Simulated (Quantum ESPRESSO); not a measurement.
CaO:

```
Ca O
1.0
     0.00000    2.40356    2.40356
     2.40356    0.00000    2.40356
     2.40356    2.40356    0.00000
Ca O
1 1
Direct
  0.00000 0.00000 0.00000
  0.50000 0.50000 0.50000
```

The cell is a database's computed one.

Program: Quantum ESPRESSO 7.5. Alike in all runs: no spin polarisation; cell as given; smearing fermi-dirac 0.05 eV.

**Question.** Order these runs on this cell by their pressure, lowest first.
A. level optB88-vdW; potentials or basis SG15 PBE 1.2; k mesh 10 × 10 × 10; cutoff (eV) 1197
B. level BLYP; potentials or basis PseudoDojo 0.4.1 SR PBE standard; k mesh 8 × 8 × 8, shifted; cutoff (eV) 1143
C. level PBE; potentials or basis PseudoDojo 0.4.1 SR PBEsol standard; k mesh 6 × 6 × 6; cutoff (eV) 1143
D. level WC; potentials or basis PseudoDojo 0.4.1 SR PBE standard; k mesh 8 × 8 × 8, shifted; cutoff (eV) 1143
E. level LDA; potentials or basis JTH 2.0 LDA; k mesh 10 × 10 × 10; cutoff (eV) 612; form of the LDA correlation PW92

**Answer.** E (-7.1 GPa), D (-2.8 GPa), A (-0.6 GPa), C (1.1 GPa), B (4.3 GPa).

Caveats: the potentials were made for another functional, which shifts forces and pressure (some runs); the cutoff is low for these files, which shifts pressure and relaxed volume (some runs); the cell is more than 3 GPa from zero pressure, which shifts response properties (some runs).

Not every run made on this cell is shown here.
